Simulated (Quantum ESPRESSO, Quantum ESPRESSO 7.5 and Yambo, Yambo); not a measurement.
## CdSe (F-43m): G0W0 on several meshes in Yambo

Wanted: mesh dependence and cost of G0W0 for CdSe (F-43m).

Calculated with Quantum ESPRESSO 7.5 and Yambo 5.3.0; PBE and many-body steps on it, plane waves.

## (1) Set-up

The structure is cubic, space group F-43m (No. 216). Conventional cell: a = 6.141 Å, b = 6.141 Å, c = 6.141 Å, α = 90.00°, β = 90.00°, γ = 90.00°. Nearest to Cd lie 4 Se at 2.66 Å. Nearest to Se lie 4 Cd at 2.66 Å. Farther neighbours and most contacts between anions are not listed.

As a file:

```cif
data_structure
_symmetry_space_group_name_H-M 'P 1'
_symmetry_Int_Tables_number 1
_cell_length_a 4.3420
_cell_length_b 4.3420
_cell_length_c 4.3420
_cell_angle_alpha 60.000
_cell_angle_beta 60.000
_cell_angle_gamma 60.000
_cell_volume 57.88
loop_
_atom_site_label
_atom_site_type_symbol
_atom_site_fract_x
_atom_site_fract_y
_atom_site_fract_z
_atom_site_occupancy
Cd1 Cd 0.00000 0.00000 0.00000 1
Se2 Se 0.75000 0.75000 0.75000 1
```

The cell and positions are those that the Materials Project relaxed with its own functionals (PBE, PBE+U or r2SCAN), kept fixed.

## (2) Empty states on the mesh, 4×4×4 mesh, 389 bands

This step: Quantum ESPRESSO 7.5; DFT, PBE, plane waves, norm-conserving pseudopotentials.

The sums over transitions need many empty states on a uniform mesh; this step solves for them.

pw.in reads:

```
&control
  calculation = 'nscf'
  prefix = 'x'
  outdir = 'o'
  pseudo_dir = 'pseudo'
/
&system
  ibrav = 0
  nat = 2
  ntyp = 2
  ecutwfc = 94.0
  nbnd = 389
  force_symmorphic = .true.
/
&electrons
  conv_thr = 1e-9
  electron_maxstep = 80
  diago_full_acc = .true.
  diago_thr_init = 5e-6
/
ATOMIC_SPECIES
  Cd 112.41 Cd.upf
  Se 78.971 Se.upf
CELL_PARAMETERS angstrom
  -0.0000000000 3.0702711986 3.0702711986
  3.0702711986 -0.0000000000 3.0702711986
  3.0702711986 3.0702711986 -0.0000000000
ATOMIC_POSITIONS crystal
  Cd 0.0000000000 0.0000000000 0.0000000000
  Se 0.7500000000 0.7500000000 0.7500000000
K_POINTS automatic
  4 4 4 0 0 0
```

Launch:

```console
OMP_NUM_THREADS=1 mpirun -n 4 pw.x -nk 4 -in pw.in > pw.out
```

What it wrote:

```text
Program PWSCF v.7.5 starts

     This program is part of the open-source Quantum ESPRESSO suite
     for quantum simulation of materials; please cite
         "P. Giannozzi et al., J. Phys.:Condens. Matter 21 395502 (2009);
         "P. Giannozzi et al., J. Phys.:Condens. Matter 29 465901 (2017);
         "P. Giannozzi et al., J. Chem. Phys. 152 154105 (2020);
     in publications or presentations arising from this work. More details at

     Atomic positions and unit cell read from directory:
     o/x.save/

     Message from routine setup:
[...]
58.8809  58.8809  59.6407  59.6978  60.5345  60.5345  62.3366  62.7241
     [... 37 further rows ...]
   194.6028 194.6028 194.7051 195.3712 196.1606 196.1606 197.1940 197.1940
   197.2232 198.4015 198.4015 199.2145 199.5798

          k = 0.3536 0.0000 0.0000 (  6030 PWs)   bands (ev):

     [... further k-points ...]

     highest occupied, lowest unoccupied level (ev):     7.3616    7.9091

     XML data file, pseudopotentials, collected wavefunctions

=------------------------------------------------------------------------------=
   JOB DONE.
=------------------------------------------------------------------------------=
```

It took 2.2 min on 4 MPI ranks of Arm Neoverse N1, shared host; peak memory 1 GiB; 8.7 min of CPU time.

This step gave:

- gap: 0.5475 eV
- k of the valence top: 0, 0, 0
- k of the conduction bottom: 0, 0, 0
- least direct gap: 0.5475 eV
- k points computed: 8
- lowest point of the top converged band, above the valence top: 190.6973 eV

On this mesh the gap is 0.547 eV.

The density comes from a self-consistent run that is not shown.

## (3) Conversion and set-up

This step: Yambo 5.3.0; conversion and set-up on PBE, plane waves, norm-conserving pseudopotentials.

The states are converted to the many-body program's format and the q mesh is built.

Launch:

```console
(cd o/x.save; p2y > p2y.log; mv SAVE ../..); yambo > setup.log
```

What it wrote:

```text
 Yambo, version 5.3.0

 [02] CORE Variables Setup
 =========================

  [02.01] Unit cells
  ==================

  Cell kind             :  FCC
  Atoms in the cell     :  Cd  Se
  number of Cd atoms    :  1
  number of Se atoms    :  1

  List of atomic masses
  Mass of Cd    :  112.4100
  Mass of Se    :  78.97100

  List of atomic coordinates    : [cc]
  Cd1       :  0.000000  0.000000  0.000000  order 1
  Se1       :  8.702958  8.702958  8.702958  order 2

  Alat factors          :  5.801972  5.801972  5.801972 [a.u.]
  Direct lattice volume :  390.6221 [a.u.]
[...]
==========================================

 IBZ Q-points                                      :   8
 BZ  Q-points                                      :   64

 K/Q-points units:
 rlu = crystal or reduced units; cc = cartesian coordinates; iku = interal k-units

 Q [1]          [rlu]:  0.000000  0.000000  0.000000
 Q [2]          [rlu]: -0.74024E-17  0.64753E-17  0.25000
 Q [3]          [rlu]:  0.14805E-16 -0.12951E-16 -0.50000
[...]
Q [7]          [rlu]:  0.13563E-16 -0.50000     -0.50000
 Q [8]          [rlu]:  0.250000 -0.500000 -0.250000

  [03.01] X indexes
  =================

   [03.01.01] Sigma indexes
   ========================

 [06] Game Over & Game summary
```

Wall time 4.4 s (1 MPI rank); peak memory 0.26 GiB.

## (4) 4×4×4

Now the one-shot GW correction: screening in the RPA, then the self-energy of the levels asked for.

This step: G0W0 on PBE, plane waves, norm-conserving pseudopotentials.

gw2.in reads:

```
HF_and_locXC
gw0
dyson
ppa
em1d
rim_cut
RandQpts= 1000000
RandGvec= 1 RL
EXXRLvcs= 94 Ry
VXCRLvcs= 376 Ry
Chimod= "HARTREE"
% BndsRnXp
 1 | 169 |
%
NGsBlkXp= 10.5 Ry
% LongDrXp
 1 | 1 | 1 |
%
% GbndRnge
 1 | 169 |
%
DysSolver= "n"
ExtendOut
PPAPntXp= 27.21138 eV
% QPkrange
 1 | 1 | 17 | 20 |
%
```

Launch:

```console
OMP_NUM_THREADS=1 mpirun -n 4 yambo -F gw2.in -J gw2 -C gw2 > gw2.log
```

What it wrote:

```text
 Yambo, version 5.3.0

 [02] CORE Variables Setup
 =========================

  [... cell, symmetries and grids as in the set-up ...]

  [02.05] Energies & Occupations
  ==============================

  [X] === General ===
  [X] Electronic Temperature                        :  0.000000  0.000000 [eV K]
  [X] Bosonic    Temperature                        :  0.000000  0.000000 [eV K]
  [X] Finite Temperature mode                       : no
  [X] El. density                                   :  0.62193E+24 [cm-3]
  [X] Fermi Level                                   :  7.361628 [eV]

  [X] === Gaps and Widths ===
  [X] Conduction Band Min                           :  0.547474 [eV]
  [X] Valence Band Max                              :  0.000000 [eV]
  [X] Filled Bands                                  :  18
  [X] Empty Bands                                   :    19   389
  [X] Direct Gap                                    :  0.547474 [eV]
  [X] Direct Gap localized at k                     :  1
  [X] Indirect Gap                                  :  0.547474 [eV]
  [X] Indirect Gap between kpts                     :  1  1
  [X] Last valence band width                       :  2.085577 [eV]
  [X] 1st conduction band width                     :  4.363902 [eV]

 [03] Transferred momenta grid and indexing
 ==========================================

 IBZ Q-points                                      :   8
 BZ  Q-points                                      :   64

 K/Q-points units:
 rlu = crystal or reduced units; cc = cartesian coordinates; iku = interal k-units

 Q [1]          [rlu]:  0.000000  0.000000  0.000000
 Q [2]          [rlu]: -0.74024E-17  0.64753E-17  0.25000
 Q [3]          [rlu]:  0.14805E-16 -0.12951E-16 -0.50000
 Q [4]          [rlu]: -0.67816E-17  0.25000      0.25000
 Q [5]          [rlu]: -0.13780E-16  0.25000      0.50000
 Q [6]          [rlu]: -0.12951E-16  0.25000     -0.25000
 Q [7]          [rlu]:  0.13563E-16 -0.50000     -0.50000
 Q [8]          [rlu]:  0.250000 -0.500000 -0.250000

 [04] Coloumb potential Random Integration (RIM)
 ===============================================

  [04.01] RIM initialization
  ==========================

  * Diagonal components only detected *

  8 x (sBL volume)        :  0.079377 [a.u.]
  sBZ random points       :  1000000
  Points outside the sBZ  :   7999624
  RL volume               :  0.635013 [a.u.]
  Integrated volume       :  0.635043 [a.u.]

  [04.02] RIM integrals
  =====================

  Gamma point sphere radius             :  0.077956 [a.u.]
  Points outside the sphere             :   799635
  [Int_sBZ(q=0) 1/q^2]*(Vol_sBZ)^(-1/3) =:  7.763403
                                 should be <:  7.795600

  Summary of Coulomb integrals for non-metallic bands |Q|[au] RIM/Bare

  Q [1] 0.100000E-4 0.995870 * Q [2] 0.234463 1.065611
  Q [4] 0.270735 1.063960 * Q [6] 0.382877 1.025542
  Q [5] 0.448963 1.019403 * Q [3] 0.468927 1.016307
  Q [7] 0.541470 1.013019 * Q [8] 0.605382 1.010006

 [WARNING] [Xp] User bands 1-169 break level degeneracy

 [05] Dipoles
 ============

  [05.01] Setup: observables and procedures
  =========================================

 [06] Dynamic Dielectric Matrix (PPA)
 ====================================

 [WR./gw2//ndb.pp]---------------------------------------------------------------
  Brillouin Zone Q/K grids (IBZ/BZ)                :    8   64    8   64
  RL vectors                                       :   7239 [WF]
  Coulomb cutoff potential                         : none
  Electronic Temperature                           :  0.000000 [K]
  Bosonic    Temperature                           :  0.000000 [K]
  PPA    diel. fun.  energies                      : Perdew, Burke & Ernzerhof(X)+Perdew, Burke & Ernzerhof(C)
  wavefunctions                                    : Perdew, Burke & Ernzerhof(X)+Perdew, Burke & Ernzerhof(C)
  Global Gauge                                     : length
  X matrix size                                    :  229
  X band range                                     :    1  169
  X e/h energy range                               : -1.000000 -1.000000 [eV]
  X Time ordering                                  : R
  X Hxc Kernel                                     : HARTREE
  X Drude frequency                                :  0.000000  0.000000
  X poles                                          :  100.0000 [o/o]
  RL vectors in the sum                            :   7239
  [r,Vnl] included                                 : yes
  Field direction                                  :  0.577350E-5  0.577350E-5  0.577350E-5
  BZ energy Double Grid                            : no
  BZ energy DbGd points                            : 0
  BZ Q point size factor                           : -1.000000
  X Optical Averaged directions                    : none

 [07] Local Exchange-Correlation + Non-Local Fock
 ================================================

 [VXC] Plane waves :   47855
 [EXS] Plane waves :   6081

 QP @ state[ 1 ] K range:  1  1
 QP @ state[ 1 ] b range:  17  20

 [xc] Functional : Perdew, Burke & Ernzerhof(X)+Perdew, Burke & Ernzerhof(C)
 [xc] LIBXC used to calculate xc functional
  PP Number of Atomic Species                      :  2
  NLCC RL compoments                               :   47855
  PP Number of Atomic Species                      :  2
  NLCC RL compoments                               :   47855

 [xc] E_xc :  -27.04176 [Ha]
      E_xc :  -54.08352 [Ry]

  Local XC kind (lXC) : Perdew, Burke & Ernzerhof(X)+Perdew, Burke & Ernzerhof(C)
  Non-Local XC kind (nlXC) : Hartree-Fock

  Corrections @ K [1] :  [eV]
 <17|nlXC|17> = -18.87319 -0.84714E-17 <17|lXC|17> = -15.31662  0.18882E-15
 <18|nlXC|18> = -18.87316  0.11312E-16 <18|lXC|18> = -15.31662  0.37781E-15
 <19|nlXC|19> = -8.130874  0.72937E-17 <19|lXC|19> = -11.48236  0.94441E-16
 <20|nlXC|20> = -5.557951  0.27281E-18 <20|lXC|20> = -10.19486 -0.59005E-16

 [08] Dyson equation: Newton solver
 ==================================

  [08.01] G0W0 (W PPA)
  ====================

  [  GW  ] Bands range     :    1  169
  [GW/PPA] G damping       :  0.100000 [eV]

  QP @ state[ 1 ] K range:  1  1
  QP @ state[ 1 ] b range:  17  20

   Sc/G bands                                       :    1  169
   Sc/G damping                                     :  0.100000 ev
   Sc bands terminator                              : no
   Sx RL components                                 :   6081

   QP @ state[ 1 ] K range                          :  1  1
   QP @ state[ 1 ] b range                          :  17  20
   GF energies kind                                 : Perdew, Burke & Ernzerhof(X)+Perdew, Burke & Ernzerhof(C)
   GF WF`s kind                                     : Perdew, Burke & Ernzerhof(X)+Perdew, Burke & Ernzerhof(C)
   Xs energies kind                                 : Perdew, Burke & Ernzerhof(X)+Perdew, Burke & Ernzerhof(C)
   Xs WF`s kind                                     : Perdew, Burke & Ernzerhof(X)+Perdew, Burke & Ernzerhof(C)

 [11] Game Over & Game summary
```

It took 6 min on 4 MPI ranks; peak memory 2.1 GiB.

This step gave:

* G0W0 gap on the points computed: 1.709 eV
* starting gap on the mesh: 0.5475 eV
* k of the valence top: 0, 0, 0
* k of the conduction bottom: 0, 0, 0
* least direct G0W0 gap on the computed points: 1.709 eV
* Z at the valence top: 0.7911
* Z at the conduction bottom: 0.8118

The gap on the mesh goes from 0.55 eV to 1.71 eV, a correction of +1.16 eV.

## (5) Empty states on the mesh, 2×2×2 mesh, 169 bands

This step: Quantum ESPRESSO 7.5; DFT, PBE, plane waves, norm-conserving pseudopotentials.

Changes to pw.in since step 2:

```diff
@@ -11,3 +11,3 @@
   ecutwfc = 94.0
-  nbnd = 389
+  nbnd = 169
   force_symmorphic = .true.
@@ -31,2 +31,2 @@
 K_POINTS automatic
-  4 4 4 0 0 0
+  2 2 2 0 0 0
```

Launch:

```console
OMP_NUM_THREADS=1 mpirun -n 4 pw.x -nk 4 -in pw.in > pw.out
```

What it wrote:

```text
[banner, memory and clock lines left out]
Program PWSCF v.7.5 starts

     Atomic positions and unit cell read from directory:
     o/x.save/

     Message from routine setup:
     using ibrav=0 with symmetry is DISCOURAGED, use correct ibrav instead

     Message from routine divide_et_impera:
     suboptimal parallelization: some nodes have no k-points

     G-vector sticks info

     bravais-lattice index     =            0
     lattice parameter (alat)  =       8.2052  a.u.
     unit-cell volume          =     390.6221 (a.u.)^3
     number of atoms/cell      =            2
[...]
[... 10 further rows ...]
[...]
108.4442

          k =-0.3536-0.3536 0.3536 (  5996 PWs)   bands (ev):

[...]
[... 10 further rows ...]
[...]
110.0981

          k =-0.7071 0.0000 0.0000 (  5962 PWs)   bands (ev):

[...]
58.5937  59.8225  59.8225  59.8384  60.4817  61.6976  63.2871  63.2871
     [... 10 further rows ...]
   106.0820 106.1117 108.0474 108.3215 109.2269 109.2269 109.6803 110.7424
   111.3703

     highest occupied, lowest unoccupied level (ev):     7.3616    7.9091

     XML data file, pseudopotentials, collected wavefunctions
```

The job ended after 21 s (4 MPI ranks; peak memory 0.48 GiB).

This step gave:

```yaml
gap: 0.5475 eV
k_of_the_valence_top: 0, 0, 0
k_of_the_conduction_bottom: 0, 0, 0
least_direct_gap: 0.5475 eV
k_points_computed: 3
lowest_point_of_the_top_converged_band_above_the_valence_top: 101.0826 eV
```

On this mesh the gap is 0.547 eV.

[end of part 1 of 2]

[Paths, hosts, dates, memory and timing lines, banners, echoed tables and standing remarks are left out of the program output.]

[Logs are printed without paths, hosts, clocks, repeated set-up lines and the standing remarks that a program may print on its own settings, such as how far it seeks lower states.]

[Runs of the session that timed out or met a known fault of the program may be left out.]

[Hosts, paths, dates, database ids (printed as entryN), source tags and the programs' standing remarks are cut or masked in the printed files.]
